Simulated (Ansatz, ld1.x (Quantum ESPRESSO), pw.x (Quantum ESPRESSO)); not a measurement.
**gold (Au): one change to the TM potential, in the atom and in the diamond crystal**

ld1.x (Quantum ESPRESSO) 7.5 input, shortened:

```
&input
   title='Au', zed=79., rel=1, dft='PBE', iswitch=3,
   config='[Xe] 4f14 5d10 6s1 6p0'
 /
 &inputp
   pseudotype=2, tm=.true., lloc=1,
   nlcc=.true., rcore=1.20
 /
3
6S  1  0   1.00   0.00  2.55  2.55  0.0
5D  3  2  10.00   0.00  1.25  1.25  0.0
6P  2  1   0.00   0.00  3.70  3.70  0.0
 &test
   configts(1)='5d10 6s1 6p0'
 /
```

Change: wave 6p (bound): rc 3.70 bohr becomes 6p (bound): rc 3.98 bohr.

Cutoffs, loose and tight: the cutoffs (Ry, on a coarse ladder) from which the occupation-weighted sum of valence levels, in a spherical-Bessel basis at the reference potential, stays within 10 and 1 mRy of its value at 400 Ry. They do not see the model core or the augmentation charge, which bear on the density cutoff. Test errors are all-electron minus pseudo excitation energies from the reference, over the configurations 5d10 6s0 6p0; 5d9 6s0 6p0; 5d8 6s0 6p0; 5d10 6s0 6p1; 5d7 6s0 6p0; 5d9 6s2 6p0; 5d9 6s1 6p0; variants that change the core or the reference have their own tests.

Crystal test: diamond Au in pw.x 7.5, no spin, 8³ k-points, Fermi–Dirac smearing 0.01 Ry, cutoffs set for each file from its atomic test. The reference is all-electron LAPW (Ansatz 0.2.0) with the same functional, mesh and smearing; V0 and B0 come from Birch–Murnaghan fits to the pressures at five volumes. Errors are pseudo minus all-electron; Δ is the rms difference of the E(V) curves that follow from these fits, minima aligned, over ±6 % about the mean V0. Mesh and smearing are coarse, so the numbers serve the comparison and aren't converged zero-temperature values; the lattice is a test structure that the element need not adopt.

All-electron: a0 = 6.160 Å (V0 = 29.22 Å³/atom), B0 = 52.6 GPa.

Question: Does the change bring the crystal closer to the all-electron result?

Answer: The mean pressure error goes from +2.92 to -1.07 GPa, so the change moves the solid closer to the all-electron pressures.

```csv
quantity,base,changed
outcome (atom),generated,generated
"cutoff, loose (atom)",60 Ry,60 Ry
"cutoff, tight (atom)",90 Ry,90 Ry
bound ghosts (atom),none,none
largest test error (meV) (atom),-725 over the solved tests; 2 of 7 tests not solved or not reliable,-1787 over the solved tests; 2 of 7 tests not solved or not reliable
cutoffs in pw.x (Ry),110/440,110/440
a0 (Å),–,6.119
a0 error (%),–,-0.67
B0 error (%),–,+11.4
Δ (meV/atom),–,6.9
mean pressure error (GPa),+2.92,-1.07
```

A dash: not determined, or the minimum lies outside the volumes sampled.

Base: The largest radius (3.70 bohr) exceeds half the bond length (2.52 bohr), so the spheres overlap, which is one possible source of error among others. This is a poor potential for the solid. Atomic configuration tests: 2 of 7 tests not solved or not reliable. Changed file: The largest radius (3.98 bohr) exceeds half the bond length (2.52 bohr), so the spheres overlap, which is one possible source of error among others. This is a poor potential for the solid. Atomic configuration tests: 2 of 7 tests not solved or not reliable. The logarithmic derivative shows an extra or strongly shifted pseudo pole above the reference energy (s near 1.23 Ry). The atomic cutoffs weigh occupied waves only.
